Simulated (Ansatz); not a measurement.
P: computed DOS

```cif
data_structure
_symmetry_space_group_name_H-M 'Fd-3m:1'
_symmetry_Int_Tables_number 227
_cell_length_a 5.4803
_cell_length_b 5.4803
_cell_length_c 5.4803
_cell_angle_alpha 90.000
_cell_angle_beta 90.000
_cell_angle_gamma 90.000
_cell_volume 164.59
loop_
_atom_site_label
_atom_site_type_symbol
_atom_site_symmetry_multiplicity
_atom_site_Wyckoff_symbol
_atom_site_fract_x
_atom_site_fract_y
_atom_site_fract_z
_atom_site_occupancy
P1 P 8 b 0.00000 0.00000 0.50000 1
```

The runs use the primitive cell with vectors (0.000, 2.740, 2.740), (2.740, 0.000, 2.740), (2.740, 2.740, 0.000) Å, to which the k mesh refers.

The structure comes from a relaxation in the same program, started in the diamond type, and has space group Fd-3m. Whether it is a known phase or the ground state wasn't checked.

Computed with DFT, PBE, all-electron LAPW, scalar-relativistic (Ansatz 0.2.0).

Sampling and basis: a Γ-centred 11×11×11 k mesh, Fermi–Dirac smearing of 0.08 eV, basis error target 0.5 meV/atom, no spin polarisation.

States per eV and cell, averaged over 0.4 eV, from -12.8 to -0.2 eV, with energies (bin centres) from the Fermi level; empty bins are left out. 

```
E (eV)  total
 -12.7   0.93
 -12.3   0.74
 -11.9   0.56
 -11.5   0.10
 -11.1   0.19
 -10.7   0.54
 -10.3   0.72
  -9.9   0.99
  -9.5   0.64
  -9.1   0.46
  -8.7   0.34
  -8.3   0.28
  -7.9   0.21
  -7.5   0.17
  -7.1   0.13
  -6.7   0.10
  -6.3   0.55
  -5.9   1.46
  -5.5   1.47
  -5.1   1.87
  -4.7   1.73
  -4.3   1.60
  -3.9   1.00
  -3.5   0.43
  -3.1   0.10
  -2.3   0.02
  -1.9   0.15
  -1.5   0.40
  -1.1   0.79
  -0.7   1.87
  -0.3   1.29
```
